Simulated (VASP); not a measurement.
BN: single point with PBE

BN, a slab with vacuum:

```
CELL_PARAMETERS angstrom
2.50783 0.00000 0.00000
-1.25391 2.17184 0.00000
0.00000 0.00000 27.74022
ATOMIC_POSITIONS crystal
B 0.66667 0.33333 0.32030
B 0.33333 0.66667 0.44012
B 0.66667 0.33333 0.55988
B 0.33333 0.66667 0.67970
N 0.33333 0.66667 0.32024
N 0.66667 0.33333 0.44011
N 0.33333 0.66667 0.55989
N 0.66667 0.33333 0.67976
```

```json
{
  "Program": "VASP 6.6.1",
  "Task": "single point",
  "Functional": "PBE",
  "Potentials or basis": "VASP PAW PBE potentials, release 64 (B, N)",
  "Cutoff": "520 eV",
  "k mesh": "24 × 24 × 1",
  "Occupations": "gaussian, width 0.05 eV",
  "Spin": "no spin polarisation",
  "Dipole correction": "yes",
  "Further INCAR settings": "ALGO = Normal; EDIFF = 1e-07"
}
```

```json
{
 "Largest force": "0.055 eV/Å",
 "Band gap on the k mesh": "4.30 eV, indirect (least direct gap 4.67 eV)",
 "Ionisation potential of the upper face": "5.85 eV"
}
```

Forces in eV/Å, atoms in the order of the input:
```
B    0.000  0.000 -0.055
B    0.000  0.000 -0.002
B    0.000  0.000  0.002
B    0.000  0.000  0.055
N    0.000  0.000 -0.043
N    0.000  0.000  0.001
N    0.000  0.000 -0.001
N    0.000  0.000  0.043
```

Levels at points of the mesh, in eV from the valence-band top:
```
           k point  band 13  band 14  band 15  band 16  band 17  band 18  band 19  band 20
(0.00, 0.00, 0.00)    -1.33    -1.33    -1.33    -1.33     4.90     5.07     5.89     6.37
(0.50, 0.00, 0.00)    -1.36    -1.08    -0.76    -0.54     4.30     4.55     4.97     5.41
```

Run time: 3.8 min on 1 thread of Intel(R) Xeon(R) 6975P-C (Granite Rapids) (shared host), peak memory 0.35 GiB.

As with any semilocal functional, this PBE gap is likely too small.
